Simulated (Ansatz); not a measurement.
Runs of Ansatz 0.2.0 on Sn. Symmetry: Immm, No. 71, orthorhombic system. The conventional cell has a = 3.453 Å, b = 3.551 Å, c = 4.677 Å, α = 90.00°, β = 90.00°, γ = 90.00°. Sn (site symmetry mmm) is surrounded by 12 Sn at 3.41 to 3.55 Å. This isn't the form of Sn at room conditions, which is tetragonal (white tin).

```csv
task,level,cell,k mesh,atoms under strain,gap on the mesh (eV),pressure (GPa),relaxed volume (Å³/atom)
relaxation of cell and atoms,revPBE+D4,relaxed,11 × 11 × 11,-,none,0.0,26.71
relaxation of cell and atoms,BLYP+D3(BJ),relaxed,11 × 11 × 11,-,none,0.0,27.64
phonons,LDA,as given,8 × 8 × 8,-,none,-,-
relaxation of cell and atoms,revPBE+D3(BJ),relaxed,11 × 11 × 11,-,none,0.0,26.36
relaxation of cell and atoms,BLYP+D4,relaxed,11 × 11 × 11,-,none,0.0,(b)
elastic constants,LDA,as given,8 × 8 × 8,clamped,none,(a),-
```

Alike in all rows: potentials or basis Ansatz PAW; no spin polarisation; cutoff (eV) 420; smearing fermi-dirac 0.05 eV.

Task: Fill in the values left out.

Result: (a) -4.9; (b) 28.14.

Caveats: the PAW data sets come from PBE, with cores solved anew for the run's functional, which leaves a small shift of forces and pressure; the plane-wave basis is chosen anew once the cell has moved, so the energies of steps on either side of that aren't comparable (some runs); pairwise dispersion overbinds metals, which lowers pressure and volume (some runs); the cell is more than 3 GPa from zero pressure, which shifts response properties (some runs); the elastic tensor has a negative eigenvalue, so either the cell is unstable as it stands or the mesh is too thin (some runs).

A k mesh can miss the band edges, and the runs leave out spin-orbit coupling on Sn.

A gap of «none» marks a metal or a gap under the smearing width.

Runs at the PBE level aren't shown here.
